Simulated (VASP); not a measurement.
A run of VASP 6.6.1:

Contents of INCAR:

```
ALGO = Normal ; EDIFF = 1E-7
EDIFFG = -0.002 ; ENCUT = 520
GGA = PE ; IBRION = 2
ISIF = 2 ; ISMEAR = 0
KPAR = 4 ; LASPH = T
LCHARG = F ; LREAL = F
LWAVE = F ; NELM = 60
NSW = 80 ; PREC = Accurate
SIGMA = 0.02
```

The input KPOINTS:

```
k-points
0
Gamma
  12 12 6
```

File POSCAR:

```
ZnO
1.0
    3.2493080000      0.0000000000      0.0000000000
   -1.6246540000      2.8139832700      0.0000000000
    0.0000000000      0.0000000000      5.2057090000
Zn O
2 2
Direct
    0.3333333300      0.6666666700      0.5000000000
    0.6666666700      0.3333333300      0.0000000000
    0.6666666700      0.3333333300      0.3790100000
    0.3333333300      0.6666666700      0.8790100000
```

Potentials or basis: VASP PAW PBE potentials, release 64 (Zn, O).

The run is started by

```sh
$ cat potpaw_PBE.64/Zn/POTCAR potpaw_PBE.64/O/POTCAR > POTCAR
$ mpirun -np 4 vasp_std > vasp.out
```

Hardware: 4 MPI ranks on AMD EPYC 9R14 (Zen 4), with other jobs on the host.

Task: Estimate the wall time of this run.

Result: Run time: 26 s on 4 MPI ranks on AMD EPYC 9R14 (Zen 4), with other jobs on the host, peak memory 0.18 GiB a rank. Counts: scf iterations 29, k points 76, ion steps 3.
